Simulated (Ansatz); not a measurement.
The system is MoS2.

```
Mo S
1.0
     3.22746    0.00000    0.00000
    -1.61373    2.79507    0.00000
     0.00000    0.00000    6.31247
Mo S
1 2
Direct
  0.00000 0.00000 0.50000
  0.66667 0.33333 0.74468
  0.33333 0.66667 0.25532
```

Measurements of this composition are mostly on another form, of space group No. 194.

- Program: Ansatz 0.2.0
- Task: relaxation of cell and atoms
- Functional: PBE
- Dispersion: D3(BJ)-ATM
- Potentials or basis: Ansatz PAW
- Cutoff: 420 eV (not typed: the program's choice for these potentials)
- k mesh: 9 × 9 × 4
- Occupations: fermi-dirac, width 0.05 eV
- Spin: no spin polarisation

At the start: volume 18.98 Å³/atom.

How do energy, volume and symmetry change on relaxing?

It ends after 7 steps and the volume is 17.14 Å³/atom (-9.7 %); space group P-3m1 (No. 164, to 0.05 Å).

The path:
| step | energy change (eV) | largest force (eV/Å) | volume (Å³) |
| --- | --- | --- | --- |
| 1 | 0.0000 | 0.2808 | 56.94 |
| 2 | -0.0262 | 0.2736 | 49.99 |
| 3 | -0.0583 | 0.0416 | 52.83 |
| 4 | -0.0622 | 0.0649 | 52.25 |
| 5 | -0.0647 | 0.0411 | 51.28 |
| 6 | -0.0648 | 0.0001 | 51.41 |
| 7 | -0.0643 | 0.0003 | 51.41 |

Final structure:
```
Mo S
1.0
     3.17724    0.00000    0.00000
    -1.58862    2.75157    0.00000
     0.00000    0.00000    5.88039
Mo S
1 2
Direct
  0.00000 0.00000 0.50000
  0.66667 0.33333 0.76785
  0.33333 0.66667 0.23215
```

Caveat: the plane-wave basis is chosen anew once the cell has moved, so the energies of steps on either side of that aren't comparable.
